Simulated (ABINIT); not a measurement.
Runs of ABINIT 10.8.3 (patched build) on KTaO3. The structure is cubic, space group Pm-3m (No. 221). Conventional cell: a = 3.988 Å, b = 3.988 Å, c = 3.988 Å, α = 90.00°, β = 90.00°, γ = 90.00°. Ta (site symmetry m-3m) has 6 O at 1.99 Å as nearest neighbours. Around K (site symmetry m-3m) lie 12 O at 2.82 Å. O (site symmetry 4/mmm) has 2 Ta at 1.99 Å as nearest neighbours. 

```tsv
task	level	potentials or basis	k mesh	cutoff (eV)	fine-grid cutoff	gap on the mesh (eV)	pressure (GPa)
band structure	RPBE	JTH PAW PBE v2.0	7 × 7 × 7	626	1224.51 eV	2.29	9.9
band structure	SOGGA	JTH PAW PBE v2.0	7 × 7 × 7	626	1224.51 eV	2.14	-0.7
single point	LDA	JTH PAW LDA v2.0	6 × 6 × 6	626	1224.51 eV	2.03	(a)
band structure	rPW86PBE	JTH PAW PBE v2.0	7 × 7 × 7	626	1224.51 eV	2.30	(b)
band structure	BP86	JTH PAW PBE v2.0	7 × 7 × 7	626	1224.51 eV	2.22	5.2
band structure	BLYP	JTH PAW PBE v2.0	7 × 7 × 7	626	1224.51 eV	2.29	9.7
band structure	PBEsol	JTH PAW PBE v2.0	7 × 7 × 7	626	1224.51 eV	2.15	-0.1
```

Alike in all rows: no spin polarisation; cell as given; smearing fermi-dirac 0.05 eV.

Problem. Estimate the missing entries.

Solution. (a) -6.2; (b) 9.5.

Caveats: spin-orbit coupling is left out, which moves the levels of the heavy elements; the atomic spheres overlap; the PAW data sets were made with another functional, which shifts forces and pressure a little (some runs).

A k mesh can miss the band edges, and the runs leave out spin-orbit coupling on Ta.

Runs at the PBE level aren't shown here.
